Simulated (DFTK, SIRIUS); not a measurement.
Given: the input of a run of SIRIUS 7.10.0 on Sr (Strontium). 

File sirius.json:

```json
{
  "control": {
    "processing_unit": "cpu",
    "verbosity": 2,
    "num_bands_to_print": 11,
    "print_forces": true,
    "print_stress": true
  },
  "parameters": {
    "electronic_structure_method": "pseudopotential",
    "xc_functionals": ["XC_GGA_X_PBE", "XC_GGA_C_PBE"],
    "gk_cutoff": 8.3,
    "pw_cutoff": 16.6,
    "ngridk": [8, 8, 8],
    "shiftk": [0, 0, 0],
    "smearing": "fermi_dirac",
    "smearing_width": 0.0018374661,
    "num_bands": 11,
    "num_mag_dims": 0,
    "num_dft_iter": 100,
    "energy_tol": 1e-08,
    "density_tol": 1e-06
  },
  "iterative_solver": {
    "type": "davidson",
    "min_tolerance": 1e-10
  },
  "mixer": {
    "type": "anderson",
    "beta": 0.7,
    "max_history": 8
  },
  "settings": {
    "tol_ne": 1e-10
  },
  "unit_cell": {
    "lattice_vectors": [
      [0.0, 5.749208275255, 5.749208275255],
      [5.749208275255, 0.0, 5.749208275255],
      [5.749208275255, 5.749208275255, 0.0]
    ],
    "atom_coordinate_units": "lattice",
    "atom_types": ["Sr"],
    "atom_files": {
      "Sr": "Sr.json"
    },
    "atoms": {
      "Sr": [
        [0.0, 0.0, 0.0]
      ]
    }
  }
}
```

Potentials or basis: PseudoDojo 0.4.1 PBE standard (scalar relativistic).

Run with:

```sh
$ upf_to_json Sr.upf
$ OMP_NUM_THREADS=1 sirius.scf --input=sirius.json --output=out.json --task=0
```

Question: Translate it to DFTK 0.8.2. Potentials or basis there: PseudoDojo SR PBE 0.4.1 standard (PBE), cutoff 1088 eV.

Answer: As run (cutoffs and basis follow the program's own potentials, and thresholds, step limits or extra output files can differ):

run.jl

```julia
using DFTK
using PseudoPotentialData
using Unitful, UnitfulAtomic
using LinearAlgebra, Printf
include("save.jl")
disable_threading()

# lattice vectors are the columns
lattice = austrip(1u"Å") * [           0.0        3.04235        3.04235;
                  3.04235            0.0        3.04235;
                  3.04235        3.04235            0.0]
symbols   = [:Sr]
positions = [[0.0, 0.0, 0.0]]
pseudopotentials = PseudoFamily("dojo.nc.sr.pbe.v0_4_1.standard.upf")
elements = Dict(s => ElementPsp(s, pseudopotentials) for s in unique(symbols))
atoms    = [elements[s] for s in symbols]

build_model(lattice, positions; symmetries=true) =
    model_DFT(lattice, atoms, positions;
              functionals=PBE(),
              temperature=austrip(0.05u"eV"),
              smearing=Smearing.FermiDirac(),
              symmetries)
Ecut  = 40.0  # hartree
kgrid = [8, 8, 8]
tol   = 1e-6
to_GPa = ustrip(uconvert(u"GPa", 1u"hartree/bohr^3"))

model = build_model(lattice, positions)
basis = PlaneWaveBasis(model; Ecut, kgrid)
display(basis)
scfres = self_consistent_field(basis;
                               tol,
                               nbandsalg=AdaptiveBands(model; n_bands_converge=10))
display(scfres.energies)
@printf "Fermi level: %.6f eV\n" ustrip(auconvert(u"eV", something(scfres.εF, NaN)))
forces = compute_forces_cart(scfres)
println("Forces (eV/Å)")
for (s, f) in zip(symbols, forces)
    @printf "%-3s %12.6f %12.6f %12.6f\n" s ustrip.(auconvert.(u"eV/Å", f))...
end
stress = compute_stresses_cart(scfres)
println("Stress (GPa)")
display(round.(stress * to_GPa; digits=4))
println("Levels at the first k-point (eV): ", round.(ustrip.(auconvert.(u"eV", scfres.eigenvalues[1][1:scfres.n_bands_converge])); digits=4))
save_scf!(scfres; forces, stress)
```

Potentials or basis: dojo.nc.sr.pbe.v0_4_1.standard.upf (PBE).

The run is started by

```console
$ julia --threads=1 run.jl  # save.jl only writes the numbers to a file and isn't shown; printed stress counts tension as positive; times include loading and compiling
```

Both were run:

|  | SIRIUS | DFTK |
| --- | --- | --- |
| Pressure | -0.3 GPa | -0.3 GPa |

Pressure is positive in compression.
